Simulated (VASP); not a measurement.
## MoS2: relaxation of cell and atoms with rev-vdW-DF2

Crystal: MoS2.

```xyz
6
Lattice="3.1690 0.0000 0.0000 -1.5845 2.7444 0.0000 0.0000 0.0000 12.3240" Properties=species:S:1:pos:R:3 pbc="T T T"
Mo    0.0000    1.8296    3.0810
Mo    1.5845    0.9148    9.2430
S     0.0000    1.8296    7.6779
S     1.5845    0.9148    1.5159
S     0.0000    1.8296   10.8081
S     1.5845    0.9148    4.6461
```

- Program: VASP 6.6.1
- Task: relaxation of cell and atoms
- Functional: rev-vdW-DF2
- Potentials or basis: VASP PAW PBE potentials, release 64 (Mo_sv, S)
- Cutoff: 600 eV
- k mesh: 12 × 12 × 3
- Occupations: gaussian, width 0.03 eV
- Spin: no spin polarisation
- Further INCAR settings: ALGO = Normal; EDIFF = 1e-06; IBRION = 2; EDIFFG = -0.01; NSW = 90; ISIF = 3

```yaml
Relaxed_volume: 17.87 Å³/atom
Relaxed_cell: a = 3.168 Å, b = 3.168 Å, c = 12.342 Å, α = 90.00°, β = 90.00°, γ = 120.00°
Space_group_after_relaxing_to_0.05_Å: P6_3/mmc (No. 194)
Energy_gained_by_relaxing: 0.1 meV/atom
Ionic_steps: 4
Pressure_after_relaxing: 0.0 GPa
Band_gap_on_the_k_mesh: 0.87 eV, indirect (least direct gap 1.67 eV)
```

The path:
```tsv
step	energy change (eV)	largest force (eV/Å)	pressure (GPa)	volume (Å³)
1	0.0000	0.0561	0.22	107.18
2	0.0004	0.0803	-0.57	107.56
3	-0.0003	0.0010	-0.07	107.33
4	-0.0004	0.0007	0.02	107.24
```

Final structure:
```
Mo S
1.0
     3.16753    0.00000    0.00000
    -1.58377    2.74316    0.00000
     0.00000    0.00000   12.34219
Mo S
2 4
Direct
  0.33333 0.66667 0.25000
  0.66667 0.33333 0.75000
  0.33333 0.66667 0.62290
  0.66667 0.33333 0.12290
  0.33333 0.66667 0.87710
  0.66667 0.33333 0.37710
```

Levels at points of the mesh, in eV from the valence-band top:
```csv
k point,band 22,band 23,band 24,band 25,band 26,band 27,band 28,band 29,band 30,band 31
"(0.00, 0.00, 0.00)",-2.08,-2.08,-1.17,-1.17,0.00,2.13,2.13,2.16,2.16,2.27
"(0.50, 0.00, 0.00)",-2.46,-1.69,-1.48,-1.37,-1.25,1.61,1.66,1.99,2.26,2.85
```

Wall time 5.2 min on 2 MPI ranks on AMD EPYC 9R45 96-Core Processor (Zen 5), on a shared host, peak memory 0.7 GiB a rank.

Caveat: the PAW data sets were made with another functional, which shifts forces and pressure a little; an odd mesh through Γ misses points on the zone boundary, where band edges often lie.
